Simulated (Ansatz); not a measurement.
Cl:

```
CELL_PARAMETERS angstrom
3.14500 -2.25000 0.00000
3.14500 2.25000 0.00000
0.00000 0.00000 8.21000
ATOMIC_POSITIONS crystal
Cl 0.37000 0.63000 0.40000
Cl 0.13000 0.87000 0.90000
Cl 0.63000 0.37000 0.60000
Cl 0.87000 0.13000 0.10000
```

| Item | Value |
| --- | --- |
| Program | Ansatz 0.2.0 |
| Task | relaxation of cell and atoms |
| Functional | PBEsol |
| Dispersion | D3(BJ) |
| Potentials or basis | Ansatz PAW |
| Cutoff | 420 eV (not typed: the program's choice for these potentials) |
| k mesh | 7 × 7 × 4 |
| Occupations | fermi-dirac, width 0.05 eV |
| Spin | no spin polarisation |

At the start: volume 29.05 Å³/atom.

Where does the relaxation end?

It ends after 10 steps and the volume is 23.79 Å³/atom (-18.1 %); space group Cmce (No. 64, to 0.05 Å).

Step by step:
```
step  energy change (eV)  largest force (eV/Å)  volume (Å³)
   1              0.0000                0.1765       116.19
   2             -0.1043                0.2102       105.79
   3             -0.1398                0.0566       101.25
   4             -0.1601                0.0210        98.64
   5             -0.1753                0.0355        95.34
   6             -0.1781                0.1137        95.11
   7             -0.1821                0.0051        94.93
   8             -0.1825                0.0054        94.55
   9             -0.1827                0.0026        95.16
  10             -0.1824                0.0026        95.16
```

Final structure:
```
Cl
1.0
     3.17129   -1.90440    0.00000
     3.17129    1.90440    0.00000
     0.00000    0.00000    7.87847
Cl
4
Direct
  0.36750 0.63250 0.38774
  0.13250 0.86750 0.88774
  0.63250 0.36750 0.61226
  0.86750 0.13250 0.11226
```

Caveat: the volume moved by over 15 % at a fixed basis, so the end points are rough; the plane-wave basis is chosen anew once the cell has moved, so the energies of steps on either side of that aren't comparable; the volume moved by -18 % from the deposited cell, more than functionals usually miss; the PAW data sets come from PBE, with cores solved anew for the run's functional, which leaves a small shift of forces and pressure.
